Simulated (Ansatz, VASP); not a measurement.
HfO2 in VASP and in Ansatz

```
Hf O
1.0
     0.00000    2.52195    2.52195
     2.52195    0.00000    2.52195
     2.52195    2.52195    0.00000
Hf O
1 2
Direct
  0.00000 0.00000 0.00000
  0.25000 0.25000 0.25000
  0.75000 0.75000 0.75000
```

Alike in both runs: functional PBEsol; k mesh 8 × 8 × 8; occupations gaussian, width 0.02 eV; no spin polarisation.

Ansatz relaxed the structure, and its values are those at the end. VASP's run is a single point on that final structure, the one shown.

|  | VASP | Ansatz |
| --- | --- | --- |
| version | VASP 6.6.1 | Ansatz 0.2.0 |
| potentials or method | VASP PAW PBE potentials, release 64 (Hf_pv, O) | scalar-relativistic, plane waves, PAW |
| plane-wave cutoff (eV) | 520 | 420 |
| valence electrons in the cell | 22 | 38 |

|  | VASP | Ansatz | Ansatz less VASP |
| --- | --- | --- | --- |
| gap on the k mesh at the Fermi level (eV) | 3.71 | 3.69 | -0.023 |
| least direct gap on the mesh (eV) | 3.71 | 3.69 | -0.023 |
| pressure (GPa) | -3.7 | 0.0 | +3.72 |

The two sets of potentials don't hold the same shells in valence.

Caveats: the PAW data sets were made with another functional, which shifts forces and pressure a little (VASP); spin-orbit coupling is left out, which moves the levels of the heavy elements. PBEsol gaps usually lie below the measured ones, often by a third to a half. A k mesh can miss the band edges.
